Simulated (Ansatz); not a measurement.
**SiNi3 under changes of volume**

One of the cells (11.090 Å³/atom); the others are scaled copies at fixed shape and fractional positions:

```
Ni Si
1.0
     1.29280    0.74640    7.66199
    -1.29280    0.74640    7.66199
     0.00000   -1.49280    7.66199
Ni Si
3 1
Direct
  0.25473 0.25473 0.25473
  0.50000 0.50000 0.50000
  0.74527 0.74527 0.74527
  0.00000 0.00000 0.00000
```

The cell comes from a database or a generator and needn't be the stable form of this composition.

- Program: Ansatz 0.2.0
- Functional: LDA
- Potentials or basis: Ansatz PAW
- Cutoff: 420 eV (not typed: the program's choice for these potentials)
- k mesh: 12 × 12 × 12
- Occupations: fermi-dirac, width 0.05 eV
- Spin: collinear spin, ferromagnetic start
- Starting moments: [1.0, 1.0, 1.0, 0.0] μB

```csv
volume (Å³/atom),energy over the lowest point (meV/atom),pressure (GPa),moment (μB per cell),largest force (eV/Å)
10.425,0.00,-0.1,0.00,0.099
10.647,3.60,-4.8,0.00,0.026
10.868,13.26,-8.9,0.00,0.043
11.090,?,?,?,?
11.312,47.87,-15.7,0.32,0.165
11.534,71.62,-18.5,0.41,0.217
11.756,99.04,-20.9,0.47,0.264
```

Q: What does the run at 11.090 Å³/atom give?

A: Energy over the lowest point 28.25 meV/atom; pressure -12.5 GPa; moment 0.20 μB per cell; largest force 0.107 eV/Å.

Worked out: A Birch-Murnaghan fit of order 3 (a polynomial in V^(-2/3)) to the other rows has its minimum at 10.41 Å³/atom, just outside them, with B0 = V·E''(V) = 233 GPa and B' = 5.0 at fixed shape and positions, which overstates the stiffness. It gives 28.21 meV/atom at 11.090 Å³/atom, against the run's 28.25, and -dE/dV = -12.6 GPa, against -12.5. A parabola through the other rows of the moment, of slope 0.41 μB per Å³/atom there, gives 0.16 μB, against the run's 0.20. The fit is too stiff a form for this range.

Energies are extrapolated to zero smearing.

Caveats: the PAW data sets come from PBE, with cores solved anew for the run's functional, which leaves a small shift of forces and pressure; the starting moments weren't kept (some runs).
